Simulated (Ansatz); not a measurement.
## Strength of the C–C bond: C3H2N2 → C2H2N + CN

Species: C3H2N2 `N#CCC#N`, singlet; C2H2N `[CH2]C#N`, doublet; CN, doublet. 

Shapes, held fixed at every level: PBE0-D4/def2-TZVP. Programs: Ansatz 0.2.0. The zero-point and thermal change to 298 K, harmonic and unscaled (PBE0-D4/def2-TZVP), is -17.6 kJ/mol.

(1) Estimate ΔH(298 K) of this reaction.

Results:

(1) B2PLYP/def2-TZVPP gives ΔH(298 K) = +443.2 kJ/mol; the levels span +323.0 to +468.6. The median of the levels is +427.1. Hartree–Fock misses the correlation of the pair that is broken and comes out low. No measured value is set beside it here. Spin contamination: C2H2N (⟨S²⟩ up to 0.93), CN (⟨S²⟩ up to 1.11). Open shells run unrestricted unless RO is named.

```csv
level,kind,ΔH(298 K) (kJ/mol)
HF/def2-SVP,Hartree–Fock,+329.8
HF/def2-TZVPP,Hartree–Fock,+323.0
r2SCAN-D4/def2-TZVPP,meta-GGA,+415.8
BHLYP-D4/def2-TZVPP,global hybrid,+444.7
r2SCAN0-D4/def2-TZVPP,global hybrid,+427.1
wB97M-V/def2-TZVPP,range-separated hybrid,+468.6
B2PLYP/def2-TZVPP,double hybrid,+443.2
```
